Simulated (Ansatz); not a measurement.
The system is TePb.

```
CELL_PARAMETERS angstrom
4.00229 0.00000 0.00000
0.00000 4.00229 0.00000
0.00000 0.00000 4.00229
ATOMIC_POSITIONS crystal
Pb 0.00000 0.00000 0.00000
Te 0.50000 0.50000 0.50000
```

Measurements of this composition are mostly on another form, of space group No. 225.

```yaml
Program: Ansatz 0.2.0
Task: relaxation of cell and atoms
Functional: HSEsol
Potentials_or_basis: Ansatz PAW
Cutoff: "420 eV (not typed: the program's choice for these potentials)"
k_mesh: 4 × 4 × 4
Occupations: fermi-dirac, width 0.05 eV
Spin: no spin polarisation
```

At the start: volume 32.05 Å³/atom.

Problem. Where does the relaxation end?

Solution. It ends after 4 steps and the volume is 30.64 Å³/atom (-4.4 %); space group Pm-3m (No. 221, to 0.05 Å).

The path:
```tsv
step	energy change (eV)	largest force (eV/Å)	volume (Å³)
1	0.0000	0.0000	64.11
2	-0.0190	0.0000	60.93
3	-0.0192	0.0000	61.29
4	-0.0187	0.0000	61.29
```

Final structure:
```
CELL_PARAMETERS angstrom
3.94271 0.00000 0.00000
0.00000 3.94271 0.00000
0.00000 0.00000 3.94271
ATOMIC_POSITIONS crystal
Pb 0.00000 0.00000 0.00000
Te 0.50000 0.50000 0.50000
```

Caveat: the k mesh is coarse (spacing up to 0.39 Å⁻¹), so the values aren't converged, least of all with exact exchange; the plane-wave basis is chosen anew once the cell has moved, so the energies of steps on either side of that aren't comparable; the PAW data sets come from PBE, with cores solved anew for the run's functional, which leaves a small shift of forces and pressure.
